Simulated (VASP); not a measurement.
**MgO in VASP: convergence with k mesh**

Input of the first run (k mesh 2 × 2 × 2); the others differ in this setting and in those tied to it:

POSCAR

```
MgO
1.0
    0.0000000000      2.0970013927      2.0970013927
    2.0970013927      0.0000000000      2.0970013927
    2.0970013927      2.0970013927      0.0000000000
Mg O
1 1
Direct
    0.0000000000      0.0000000000      0.0000000000
    0.5000000000      0.5000000000      0.5000000000
```

The input INCAR.step1:

```
SYSTEM = MgO
PREC = Accurate
ENCUT = 450
EDIFF = 1E-8
ISMEAR = 0
SIGMA = 0.01
LREAL = .FALSE.
LASPH = .TRUE.
NELM = 80
ALGO = Fast
LWAVE = .TRUE.
LCHARG = .FALSE.
GGA = PE
```

The input INCAR.step2:

```
SYSTEM = MgO
PREC = Accurate
ENCUT = 450
EDIFF = 1E-8
ISMEAR = 0
SIGMA = 0.01
LREAL = .FALSE.
LASPH = .TRUE.
NELM = 1
ALGO = Exact
LWAVE = .TRUE.
LCHARG = .FALSE.
GGA = PE
NBANDS = 104
LOPTICS = .TRUE.
ISTART = 1
```

INCAR.step3

```
SYSTEM = MgO
PREC = Accurate
ENCUT = 450
EDIFF = 1E-8
ISMEAR = 0
SIGMA = 0.01
LREAL = .FALSE.
LASPH = .TRUE.
ALGO = EVGW0
LWAVE = .FALSE.
LCHARG = .FALSE.
GGA = PE
NELMGW = 1
NBANDS = 104
ENCUTGW = 120
NOMEGA = 48
PRECFOCK = Fast
ISTART = 1
NBANDSGW = 12
```

KPOINTS

```
Automatic mesh
0
G
  2 2 2
  0 0 0
```

Potentials or basis: VASP PAW PBE potentials, release 64 (Mg_GW, O_GW).

The run is started by

```sh
$ cat potpaw_PBE.64/Mg_GW/POTCAR potpaw_PBE.64/O_GW/POTCAR > POTCAR
$ cp INCAR.step1 INCAR
$ mpirun -np 1 vasp_std > vasp.out
$ cp INCAR.step2 INCAR
$ mpirun -np 1 vasp_std > vasp.out
$ cp INCAR.step3 INCAR
$ mpirun -np 1 vasp_std > vasp.out
```

The cell is a database's computed one.

Hardware: 1 thread of Intel(R) Xeon(R) Platinum 8559C (Emerald Rapids), with other jobs on the host.

Task: The values tried are 2 × 2 × 2, 3 × 3 × 3, 4 × 4 × 4, 5 × 5 × 5, 6 × 6 × 6, loosest first. From which on does the quasiparticle gap at the points computed stay within 0.05 eV of the tightest run that finished?

Result: From 4 × 4 × 4 on.

```
   k mesh  gap on the mesh (eV)  quasiparticle gap at the points computed (eV)  CPU time (s)  peak memory (GiB)
2 × 2 × 2                 4.603                                          6.562           9.2               0.13
3 × 3 × 3                 4.809                                          7.187           9.9               0.14
4 × 4 × 4                 4.844                                          7.323            24               0.18
5 × 5 × 5                 4.850                                          7.339            47               0.23
6 × 6 × 6                 4.852                                          7.336           130               0.34
```

Against the tightest run, the gap on the mesh stays within 0.01 eV from 4 × 4 × 4 on. Meshes of other sizes hit other points, so gaps and Fermi surfaces needn't settle smoothly. The tightest run that finished is the yardstick and may itself not be fully converged.

Caveat, for the tightest run too: the k mesh is coarse (spacing up to 0.43 Å⁻¹), so the values aren't converged; bands, screening cutoff and mesh are small and nothing is extrapolated, so the quasiparticle values aren't converged.
